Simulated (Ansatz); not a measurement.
A trial structure of C was built thus: random cell by space group and Wyckoff sites (Pmmn, No. 59). Lengths were set from tabulated atomic sizes, so they are only a guess.

```
C
1.0
     1.79669    0.00000    0.00000
     0.00000    2.22825    0.00000
     0.00000    0.00000    1.82629
C
2
Direct
  0.50000 0.00000 0.81563
  0.00000 0.50000 0.18437
```

These are results of DFT PBE, scalar-relativistic, plane waves, PAW (Ansatz), not measurements. Cutoff 420 eV, Gaussian smearing, Γ-centred meshes. Cell and atoms relax first on a coarse mesh and then on a finer one. In between, the cell is made exact in the group found at 0.06 Å. In metals the finer mesh still leaves noise of several meV/atom or more. The steps can't lower the symmetry of their start. No spin polarisation in the relaxation; trial moments died out in a coarse test.

A guess keeps its type if space group and coordination stay and the shape of the cell changes little (axis ratios within about 15 %, angles within 6°); the volume may change.

**Question.** Will the relaxed cell still be of the starting type?

**Answer.** It doesn't keep its type. The symmetry goes from Pmmn (No. 59) to P4/mmm (No. 123), and the primitive cell from 2 to 1 atom. The volume per atom grows by 59.0 %, from 3.7 to 5.8 Å³. The shortest distance goes from 1.58 Å (C–C) to 1.68 Å (C–C). Counting neighbours within 15 % of an atom's shortest distance, the start has C 6 and the end C 4. In detail, at the end C is surrounded by 4 C at 1.68 Å.

```
C
1.0
     1.68439    0.00000    0.00000
     0.00000    1.68439    0.00000
     0.00000    0.00000    2.04936
C
1
Cartesian
  0.8422 0.8422 0.0000
```

The last run used a 32×32×28 mesh (in the run's order of axes) for its 1-atom cell and Gaussian smearing of 0.10 eV. No dispersion correction is applied, so the spacing and binding between layers, chains or molecules are poorly described. Symmetry constrained the relaxation, so the result can be a saddle point.
